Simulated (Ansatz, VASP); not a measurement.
Ga in VASP and in Ansatz

Contents of INCAR:

```
SYSTEM = Ga
ALGO     = Fast           ! electronic algorithm
EDIFF    = 1E-6           ! SCF threshold, eV
ENCUT    = 520            ! plane-wave cutoff, eV
GGA      = PE             ! functional
ISIF     = 2              ! what is computed and relaxed
ISMEAR   = -1             ! smearing method
LASPH    = .TRUE.         ! aspherical terms in the spheres
LCHARG   = .FALSE.        ! write CHGCAR
LREAL    = .FALSE.        ! projectors in reciprocal space
LWAVE    = .FALSE.        ! write WAVECAR
NBANDS   = 12             ! bands
NELM     = 80             ! most SCF steps
PREC     = Accurate       ! precision mode
SIGMA    = 0.05           ! smearing width, eV
```

KPOINTS

```
k-points
0
G
  13 13 13
  0 0 0
```

The input POSCAR:

```
Ga
1.0
   -1.3656883352      1.3656883352      2.2799872528
    1.3656883352     -1.3656883352      2.2799872528
    1.3656883352      1.3656883352     -2.2799872528
Ga
1
Direct
    0.0000000000      0.0000000000      0.0000000000
```

File input.yaml:

```yaml
crystal:
  lattice:
    - [-1.3656883352, 1.3656883352, 2.2799872528]
    - [1.3656883352, -1.3656883352, 2.2799872528]
    - [1.3656883352, 1.3656883352, -2.2799872528]
  atoms:
    - { symbol: Ga, position: [0.0, 0.0, 0.0] }
kpoints:
  mp_grid: { grid: [13, 13, 13] }
scf:
  occupations: { method: fermi_dirac, width: 0.05 }
hamiltonian:
  xc: pbe
  pseudopotentials: { kind: all_electron, lapw: { basis_error: 0.0005 } }
output:
  forces: true
  stress: true
  eigenvalues: true
```

Change from the starting cell: volume scaled by 0.96.

Alike in both runs: task single point; functional PBE; k mesh 13 × 13 × 13; occupations fermi-dirac, width 0.05 eV; no spin polarisation.

|  | VASP | Ansatz |
| --- | --- | --- |
| version | VASP 6.6.1 | Ansatz 0.2.0 |
| potentials or method | VASP PAW PBE potentials, release 64 (Ga_d) | all-electron LAPW, scalar-relativistic |
| plane-wave cutoff (eV) | 520 | see its input |

|  | VASP | Ansatz | Ansatz less VASP |
| --- | --- | --- | --- |
| gap on the k mesh at the Fermi level (eV) | none | none | - |
| pressure (GPa) | 6.7 | 6.6 | -0.13 |
| largest component of the traceless stress (GPa) | 0.67 | 0.63 | -0.042 |

A gap of «none» marks a metal or a gap that the smearing closes. Ansatz ran all-electron here, so the differences hold the error of VASP's frozen core and of both bases.
